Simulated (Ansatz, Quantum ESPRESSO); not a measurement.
# SnTe: 6 runs at one level of theory

```
CELL_PARAMETERS angstrom
0.00000 3.15085 3.15085
3.15085 0.00000 3.15085
3.15085 3.15085 0.00000
ATOMIC_POSITIONS crystal
Te 0.50000 0.50000 0.50000
Sn 0.00000 0.00000 0.00000
```

Alike in all runs: task single point; functional PBE; k mesh 4 × 4 × 4; occupations fermi-dirac, width 0.05 eV; no spin polarisation; no spin-orbit coupling. Pressure is positive in compression and, in plane waves, holds the error of the finite cutoff, which Ansatz's Pulay term estimates and takes out.

| program and potentials | plane-wave cutoff (eV) | notes | band gap (eV) | pressure (GPa) |
| --- | --- | --- | --- | --- |
| Ansatz, Ansatz PAW | 420 | 15 valence electrons an atom on average; Pulay term of +0.03 GPa included | - | 1.80 |
| Quantum ESPRESSO, Ansatz NC SR PBE | 1116 | 15 valence electrons an atom on average | 0.10 | - |
| Quantum ESPRESSO, SG15 PBE 1.2 | 952 | 15 valence electrons an atom on average | - | 1.85 |
| Quantum ESPRESSO, PseudoDojo 0.4.1 SR PBE standard | 1088 | 15 valence electrons an atom on average | 0.10 | - |
| Ansatz, PAW datasets made for the crystal | 240 | 10 valence electrons an atom on average | - | 1.80 |
| Quantum ESPRESSO, PseudoDojo 0.4 SR PBE stringent | 1388 | 23 valence electrons an atom on average | 0.09 | - |

The band gap spans 0.09 (Quantum ESPRESSO, PseudoDojo 0.4 SR PBE stringent) to 0.10 eV (Quantum ESPRESSO, PseudoDojo 0.4.1 SR PBE standard). The pressure spans 1.80 (Ansatz, Ansatz PAW) to 1.85 GPa (Quantum ESPRESSO, SG15 PBE 1.2). Spin-orbit coupling, left out here, moves the band edges of heavy atoms. The k mesh is coarse, so the values compare programs but aren't converged.

The functional is the same throughout but for its coding, so the spread measures potentials, basis and numerics; runs on potential files found faulty are left out.
